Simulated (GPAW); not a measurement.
A run of GPAW 26.7.0:

The input run.py:

```python
from ase import Atoms
from ase.dft.bandgap import bandgap
from ase.io import write
from ase.units import Bohr, GPa
from gpaw import GPAW, PW, setup_paths
from gpaw.elf import elf_from_dft_calculation

setup_paths.insert(0, '.')

atoms = Atoms(['Ti', 'C'],
              cell=[[0.0, 2.1657188437, 2.1657188437],
                    [2.1657188437, 0.0, 2.1657188437],
                    [2.1657188437, 2.1657188437, 0.0]],
              scaled_positions=[[0.0, 0.0, 0.0],
                                [0.5, 0.5, 0.5]],
              pbc=True)

calc = GPAW(mode=PW(800),
            xc='PBEsol',
            kpts={'size': (11, 11, 11), 'gamma': True},
            occupations={'name': 'fermi-dirac', 'width': 0.05},
            nbands=18,
            convergence={'density': 1e-05, 'energy': 1e-05},
            maxiter=150,
            txt='gpaw.txt')
atoms.calc = calc
energy = atoms.get_potential_energy()
forces = atoms.get_forces()
stress = atoms.get_stress()
calc.write('gs.gpw')
write('result.traj', atoms)
print(f'Energy: {energy:.6f} eV')
print('Forces (eV/A):')
print(forces.round(4))
print('Stress (GPa):', (stress / GPa).round(3))
print('Fermi level:', round(calc.get_fermi_level(), 4), 'eV')
print(f'Gap: {bandgap(calc)[0]:.4f} eV, direct: {bandgap(calc, direct=True)[0]:.4f} eV')

# fields on the real-space grid
write('density.cube', atoms, data=calc.get_pseudo_density() * Bohr**3)
write('potential.cube', atoms, data=calc.get_electrostatic_potential())
write('elf.cube', atoms, data=elf_from_dft_calculation(calc).data)
```

Potentials or basis: PAW data sets generated in the run's folder for this functional, pw.

Launch:

```bash
$ gpaw-setup -f PBEsol C Ti
$ OMP_NUM_THREADS=1 python run.py
```

Hardware: 1 thread of Arm Neoverse V1, on a shared host.

Task: How long does it take, and how much memory?

Result: Run time: 21 s on 1 thread of Arm Neoverse V1, on a shared host, peak memory 0.16 GiB. Counts: scf iterations 10, plane waves 1054, bands 18, k points 56.
